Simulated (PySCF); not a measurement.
An unknown shows these calculated signals:

$^{1}$H NMR (400 MHz, computed): δ 10.28 (t, 1H), 2.51 (m, 2H), 1.01 (t, 3H).

$^{13}$C{$^{1}$H} NMR (computed): δ 207.9 (CH), 43.5 (CH2), 8.0 (CH3).

Non-relativistic, one conformer, no solvent, equivalent nuclei averaged. Coordinates at the PBE0-D3(BJ)/def2-TZVP level; NMR shieldings at B97-2/pcSseg-2/GIAO; PySCF.

Referencing at the same level of theory: $^{1}$H and $^{13}$C vs TMS.

**Question.** Which of these does the molecule contain: a (CH3)2CH unit, an aldehyde, a carboxylic acid, a CH3CH2 unit, a heteroaromatic ring?

**Answer.** 
- A (CH3)2CH unit: no.
- An aldehyde: yes (δC 207.9; δH 10.28 (t)).
- A carboxylic acid: no.
- A CH3CH2 unit: yes (δC 8.0, 43.5; δH 1.01 (t), 2.51 (m)).
- A heteroaromatic ring: no.

The data belong to SMILES CCC=O, C₃H₆O; they needn't prove each group on their own.

Carbon signals by region: 1 in the far downfield region (above 160 ppm), 2 below 50 ppm. Above 160 ppm: 207.9, aldehyde carbonyl carbon.

Shifts are as computed. Against solution values, carbons near 30 ppm lie about +3 ppm off and those near 130 ppm about +7 ppm. Of 1211 compounds with measured shifts, 218 miss one by over three times the rms of a fit or turn the order of signals round; such compounds aren't used in these exercises. No couplings were computed; multiplicities are counted from neighbouring protons, with m where these are inequivalent, close in shift, in a saturated or five-membered ring or joined by F or P, and br s for small geminal =CH2 splittings.
